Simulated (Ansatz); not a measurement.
# BaZrO3: the cost of one run

Computed with Ansatz 0.2.0 (DFT r2SCAN, scalar-relativistic, plane waves, PAW, unless a step's input says otherwise).

The COD entry's cell or inner coordinates are ideal or old and differ from later refinements, so a difference from it is no clean test against experiment.

## Step 1: The system as given

Symmetry: Pm-3m, No. 221, cubic system. The conventional cell has a = 4.181 Å, b = 4.181 Å, c = 4.181 Å, α = 90.00°, β = 90.00°, γ = 90.00°. Around Ba (site symmetry m-3m) lie 12 O at 2.96 Å. Zr (site symmetry m-3m) has 6 O at 2.09 Å in its first shell of neighbours. Around O (site symmetry 4/mmm) lie 2 Zr at 2.09 Å and 4 Ba at 2.96 Å.

Coordinates:

```cif
data_structure
_symmetry_space_group_name_H-M 'P 1'
_symmetry_Int_Tables_number 1
_cell_length_a 4.1815
_cell_length_b 4.1815
_cell_length_c 4.1815
_cell_angle_alpha 90.000
_cell_angle_beta 90.000
_cell_angle_gamma 90.000
_cell_volume 73.11
loop_
_atom_site_label
_atom_site_type_symbol
_atom_site_fract_x
_atom_site_fract_y
_atom_site_fract_z
_atom_site_occupancy
Ba1 Ba 0.50000 0.50000 0.50000 1
Zr1 Zr 0.00000 0.00000 0.00000 1
O1 O 0.50000 0.00000 0.00000 1
O2 O 0.00000 0.50000 0.00000 1
O3 O 0.00000 0.00000 0.50000 1
```

No relaxation comes first: the listed cell is the starting point.

## Step 2: Setting up one atom moved over a plane

Atom 3 (O) is moved by p along (0.707, 0.707, 0.000) and q along (0.000, 0.000, 1.000) (Å), all else fixed; its images in the other cells move with it. Points alike by symmetry are run once.

## Step 3: p = -0.200, q = -0.200

Input file input.yaml:

```yaml
crystal:
  lattice:
    - [4.1815, 0.0, 0.0]
    - [0.0, 4.1815, 0.0]
    - [0.0, 0.0, 4.1815]
  atoms:
    - { symbol: Ba, position: [0.5, 0.5, 0.5] }
    - { symbol: Zr, position: [0.0, 0.0, 0.0] }
    - { symbol: O, position: [0.4661792763, -0.0338207237, -0.0478297262] }
    - { symbol: O, position: [0.0, 0.5, 0.0] }
    - { symbol: O, position: [0.0, 0.0, 0.5] }
basis:
  ecutwfc: 500
kpoints:
  mp_grid: { grid: [6, 6, 6] }
hamiltonian:
  xc: r2scan
scf:
  occupations: { method: gaussian, width: 0.05 }
output:
  forces: true
  stress: true
  eigenvalues: true
```

Started as:

```
> ansatz run input.yaml --threads 1 --pin off --max-ram 2560MiB --backend cpu --events-out ev --progress --plain --runs-dir out
```

**Question.** How long does this run take on 1 thread of Oxide Virtual Turin-like (Zen 5), shared host, and how much memory does it need?

About 48 s, with a peak of 0.63 GiB.
